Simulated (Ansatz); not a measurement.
## Response of CdF$_{2}$ to small distortions

```xyz
3
Lattice="0.0000 2.7407 2.7407 2.7407 0.0000 2.7407 2.7407 2.7407 0.0000" Properties=species:S:1:pos:R:3 pbc="T T T"
Cd    0.0000    0.0000    0.0000
F     1.3704    1.3704    1.3704
F     4.1111    4.1111    4.1111
```

Atom numbers follow the list: Cd1, F2, F3.

The cell was built from the fluorite type and relaxed in the same program, and has space group Fm-3m; it needn't be a known or the stable phase.

All numbers below come from Ansatz 0.2.0, DFT, PBE, PAW with Ansatz's default frozen-core files, scalar-relativistic.

Sampling and basis: a Γ-centred 11×11×11 k mesh, Fermi–Dirac smearing of 0.05 eV, cutoff 420 eV, no spin polarisation.

The unchanged cell is at 0.00 GPa.

Semilocal functionals give too small gaps.

x, y and z are the Cartesian axes of the cell as listed; fractional coordinates follow a strain, and an engineering shear is twice the off-diagonal strain component.

Vzz stands for the principal value of largest size of the field-gradient tensor, whatever its axis.

Spin–orbit coupling is left out, which moves gradients at and beside heavy atoms by some per cent and at worst by a factor of two.

Q: With this change (xy engineering shear strain of -2 %), what becomes of the energy and stress and forces and field gradients and gap?

A: Energy change +0.3 meV/atom; stress change (xx, yy, zz, yz, xz, xy) 0.04, 0.04, 0.04, 0.00, 0.00, 0.36 GPa, compression positive; change of the force on F3 (0.000, 0.000, -0.023) eV/Å; Vzz in 10²¹ V/m²: Cd1 0 → 0.92 (η = 0.94), F2 0 → -0.28 (η = 0.96); gap on the k mesh 2.94 → 2.93 eV.

With z strained by +1.5 % at fixed volume: energy change +1.5 meV/atom; stress change (xx, yy, zz, yz, xz, xy) 0.78, 0.78, -1.57, 0.00, 0.00, 0.00 GPa, compression positive; Vzz in 10²¹ V/m²: Cd1 0 → -0.57 (η = 0.00), F2 0 → 0.64 (η = 0.00); gap on the k mesh 2.94 → 2.91 eV.

Q: With this change (atom 1 (Cd) moved by (0.1155, 0.1155, 0.1155) Å), what becomes of the energy and stress and forces and field gradients and gap?

A: Energy change +28.8 meV/atom; stress change (xx, yy, zz, yz, xz, xy) 1.88, 1.88, 1.88, 1.17, 1.17, 1.17 GPa, compression positive; change of the force on Cd1 (-0.551, -0.551, -0.551) eV/Å; Vzz in 10²¹ V/m²: Cd1 0 → -1.62 (η = 0.00), F2 0 → 2.39 (η = 0.00), F3 0 → -2.28 (η = 0.00); gap on the k mesh 2.94 → 2.98 eV.

Q: What force constant does this one finite step give for Cd1 along its displacement (all its periodic images move with it)?

A: k = −ΔF·u/|u|² = 4.77 eV/Å², so the force pulls the atom back.
